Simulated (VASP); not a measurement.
The system is CdO.

```xyz
2
Lattice="0.0000 2.3495 2.3495 2.3495 0.0000 2.3495 2.3495 2.3495 0.0000" Properties=species:S:1:pos:R:3 pbc="T T T"
Cd    0.0000    0.0000    0.0000
O     2.3495    2.3495    2.3495
```

```yaml
Program: VASP 6.6.1
Task: relaxation of cell and atoms
Functional: PBE
Potentials_or_basis: VASP PAW PBE potentials, release 64 (Cd, O)
Cutoff: 520 eV
k_mesh: 12 × 12 × 12
Occupations: gaussian, width 0.02 eV
Spin: no spin polarisation
```

At the start: pressure 7.6 GPa; volume 12.97 Å³/atom.

Where does the relaxation end?

Over 3 steps the energy falls by 15.7 meV/atom and the volume is 13.67 Å³/atom (+5.4 %); space group Fm-3m (No. 225, to 0.05 Å).

The path:
```tsv
step	energy change (eV)	largest force (eV/Å)	pressure (GPa)	volume (Å³)
1	0.0000	0.0000	7.59	25.94
2	-0.0183	0.0000	-4.17	28.32
3	-0.0315	0.0000	-0.01	27.34
```

Final structure:
```yaml
crystal:
  lattice:
    - [0.00000, 2.39099, 2.39099]
    - [2.39099, 0.00000, 2.39099]
    - [2.39099, 2.39099, 0.00000]
  atoms:
    - { symbol: Cd, position: [0.00000, 0.00000, 0.00000] }
    - { symbol: O, position: [0.50000, 0.50000, 0.50000] }
```
